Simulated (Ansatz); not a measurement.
# Point defect: Ga on an Al site in AlN

The calculation used DFT PBE, scalar-relativistic, plane waves, PAW in Ansatz. Run with 420 eV cutoff, 2×2×2 k-mesh, shifted by half a step, Gaussian smearing of 0.01 eV, collinear spin in charge +1, -1 alone.

Host crystal, relaxed:

```cif
data_structure
_symmetry_space_group_name_H-M 'P 1'
_symmetry_Int_Tables_number 1
_cell_length_a 3.1135
_cell_length_b 3.1135
_cell_length_c 3.1135
_cell_angle_alpha 60.000
_cell_angle_beta 60.000
_cell_angle_gamma 60.000
_cell_volume 21.34
loop_
_atom_site_label
_atom_site_type_symbol
_atom_site_fract_x
_atom_site_fract_y
_atom_site_fract_z
_atom_site_occupancy
Al1 Al 0.00000 0.00000 0.00000 1
N1 N 0.75000 0.75000 0.75000 1
```

Supercell of 32 atoms, rows in host cell vectors: -1 3 -1; 3 -1 -1; -1 -1 -1. Atoms relax at the host's cell from a start displaced at random by 0.05 Å near the defect, so other minima may exist. The cell is small, so energies carry finite-size errors of tenths of an eV. The host's Kohn–Sham gap is 3.31 eV.

Starting moments were lost in some runs.

Defect: Ga on an Al site, charge -1.

Command:

```bash
ansatz run input.yaml --threads 4 --pin off --max-ram 10240MiB --backend cpu --events-out ev --progress --plain --runs-dir out
```

The input:

```yaml
crystal:
  lattice:
    - [4.4031742003, -4.4031742003, 4.4031742003]
    - [-4.4031742003, 4.4031742003, 4.4031742003]
    - [-4.4031742003, -4.4031742003, -4.4031742003]
  atoms:
    - { symbol: Ga, position: [0.2504350662, 0.7487687418, -0.0004908735], spin: 0.2 }
    - { symbol: Al, position: [0.5008044539, 0.7509627122, 0.7489413634] }
    - { symbol: Al, position: [0.7501349451, 0.7509629491, 0.4998154313] }
    - { symbol: Al, position: [-0.0007369948, 0.0016340713, 0.9998147149] }
    - { symbol: Al, position: [0.2501345452, 0.0016336614, 0.7489446515] }
    - { symbol: Al, position: [-0.0007348246, 0.7509659155, 0.2504890883] }
    - { symbol: Al, position: [0.7501326915, 0.2509604133, -0.0001901141] }
    - { symbol: Al, position: [0.5010034855, 0.0018322921, 0.5013507801] }
    - { symbol: Al, position: [0.7516744809, 0.0018330864, 0.2506818285] }
    - { symbol: Al, position: [-0.0005345461, 0.2494213086, 0.749140108] }
    - { symbol: Al, position: [0.500809651, 0.5000992541, -0.000188056] }
    - { symbol: Al, position: [0.2501358528, 0.2509620331, 0.4998087289] }
    - { symbol: Al, position: [0.7485960421, 0.5002900229, 0.7491406275] }
    - { symbol: Al, position: [0.5010041818, 0.2525052543, 0.250679859] }
    - { symbol: Al, position: [-0.0005353308, 0.5002927719, 0.4982689448] }
    - { symbol: Al, position: [0.2501329952, 0.50009557, 0.2504790376] }
    - { symbol: "N", position: [0.2487329826, 0.00996553, 0.0002008932], spin: 0.2 }
    - { symbol: "N", position: [0.5003802378, 0.0012069305, 0.7505441564] }
    - { symbol: "N", position: [0.7496477423, 0.0002283497, 0.4993230671] }
    - { symbol: "N", position: [-0.0001108756, 0.2514510414, -0.0001900632] }
    - { symbol: "N", position: [0.2501390169, 0.2514555672, 0.749566849] }
    - { symbol: "N", position: [0.0008726555, 0.0012079898, 0.2500598435] }
    - { symbol: "N", position: [0.7506306014, 0.500718605, -0.0001860527] }
    - { symbol: "N", position: [0.4994030586, 0.2504736987, 0.4993209489] }
    - { symbol: "N", position: [0.7496473107, 0.25047409, 0.2490771774] }
    - { symbol: "N", position: [-0.0051949999, 0.4971035609, 0.7437667063], spin: 0.2 }
    - { symbol: "N", position: [0.5107554284, 0.7539118154, -0.0001588306], spin: 0.2 }
    - { symbol: "N", position: [0.2501363388, 0.5007174443, 0.5002985771] }
    - { symbol: "N", position: [0.7506248976, 0.7509610244, 0.7495675083] }
    - { symbol: "N", position: [0.5003827372, 0.5017010467, 0.2500565514] }
    - { symbol: "N", position: [-0.0001095158, 0.7509638546, 0.5003035349] }
    - { symbol: "N", position: [0.2472538289, 0.754322341, 0.2539352586], spin: 0.2 }
  host:
    lattice:
      - [0.0, 2.2015871002, 2.2015871002]
      - [2.2015871002, 0.0, 2.2015871002]
      - [2.2015871002, 2.2015871002, 0.0]
    atoms:
      - { symbol: Al, position: [0.0, 0.0, 0.0] }
      - { symbol: "N", position: [0.75, 0.75, 0.75] }
total_charge: -1
basis:
  ecutwfc: 420
  xc_grid: 2
kpoints:
  mp_grid: { grid: [2, 2, 2], shift: [0.5, 0.5, 0.5] }
hamiltonian:
  xc: pbe
scf:
  occupations: { method: gaussian, width: 0.01 }
output:
  forces: true
  stress: false
  eigenvalues: true
  populations: true
  charged_corrections:
    defect_position: [0.25, 0.75, 0.0]
    epsilon: [[8.6591, 0.0, 0.0], [0.0, 8.6591, 0.0], [0.0, 0.0, 8.6591]]
  write_density: true
  write_potential: true
  elf: true
  volumetric_format: npy
magnetization:
  spin_polarized: true
relax:
  adjacent_minimum: "off"
  f_tol: 0.025
  max_steps: 45
```

From the output:

```
Warning: RAYON_NUM_THREADS=4 ignored (pool sized by the plan → 4); use --threads N
Crystal: 32 atoms, lattice volume = 341.474 Å³
Basis set: ecut = 420 eV, 6699 PW (Γ), exchange–correlation on 108×108×108 points (8 copies of the dense FFT grid, shifted against one another)
Bands: 102, of which v1, the nominal top of the filled ones, is band 70 counted from 1 (69 counted from 0)
Symmetry: 1 space group operations
Space group: P1 (ITA 1), of the structure as read, at distance tolerance 7.0e-5 Å
k-points: 4 of 8 (time reversal used)
relax step   1: F+E_penalty+E_count = -18019.95044009 eV  Δ(F+E_penalty+E_count) = +0.000e0 eV  max|allowed force component| = 8.031e-1 eV/Å  Δτ_max = 0.0000 Å
relax step   2: F+E_penalty+E_count = -18019.97766027 eV  Δ(F+E_penalty+E_count) = -2.722e-2 eV  max|allowed force component| = 4.116e-1 eV/Å  Δτ_max = 0.0265 Å
relax step   3: F+E_penalty+E_count = -18019.99058556 eV  Δ(F+E_penalty+E_count) = -1.293e-2 eV  max|allowed force component| = 8.021e-3 eV/Å  Δτ_max = 0.0188 Å
relax step   4: F+E_penalty+E_count = -18019.99058565 eV  Δ(F+E_penalty+E_count) = -8.884e-8 eV  max|allowed force component| = 7.945e-3 eV/Å  Δτ_max = 0.0000 Å
SCF converged after 5 iterations
Free energy (F): -18019.990586 eV
E sigma→0 (E₀):  -18019.989622 eV
Fermi energy:    11.121772 eV
```

The relaxation gained 0.04 eV in 4 steps. Time: 22 s on 4 threads of AMD EPYC 9R45 96-Core Processor (Zen 5), on a shared host, peak memory 1.1 GiB.